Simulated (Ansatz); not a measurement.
Crystal: BN.

```
N B
1.0
     0.00000    1.81300    1.81300
     1.81300    0.00000    1.81300
     1.81300    1.81300    0.00000
N B
1 1
Direct
  0.25000 0.25000 0.25000
  0.00000 0.00000 0.00000
```

The cell is a database's computed one.

Program: Ansatz 0.2.0. Alike in all runs: potentials or basis Ansatz PAW; no spin polarisation; cell as given; cutoff (eV) 420.

Question: Order these runs on this cell by their pressure, lowest first.
A. level HSE06; k mesh 7 × 7 × 7; smearing fermi-dirac 0.05 eV; points for each segment of the path 4; mesh quality coarse
B. level revPBE; k mesh 13 × 13 × 13; smearing fermi-dirac 0.05 eV; points for each segment of the path 14; mesh quality not flagged
C. level PBE; k mesh 13 × 13 × 13; smearing fermi-dirac 0.05 eV; points for each segment of the path 14; mesh quality not flagged
D. level LDA; k mesh 13 × 13 × 13; smearing fermi-dirac 0.05 eV; points for each segment of the path 14; mesh quality not flagged
E. level PBEsol; k mesh 13 × 13 × 13; smearing gaussian 0.05 eV; mesh quality not flagged

Answer: D (-14.2 GPa), A (-9.5 GPa), E (-6.3 GPa), C (-0.4 GPa), B (4.0 GPa).

Caveats: some runs use coarse meshes; the PAW data sets come from PBE, with cores solved anew for the run's functional, which leaves a small shift of forces and pressure (some runs); the thresholds are loose for stress (some runs).
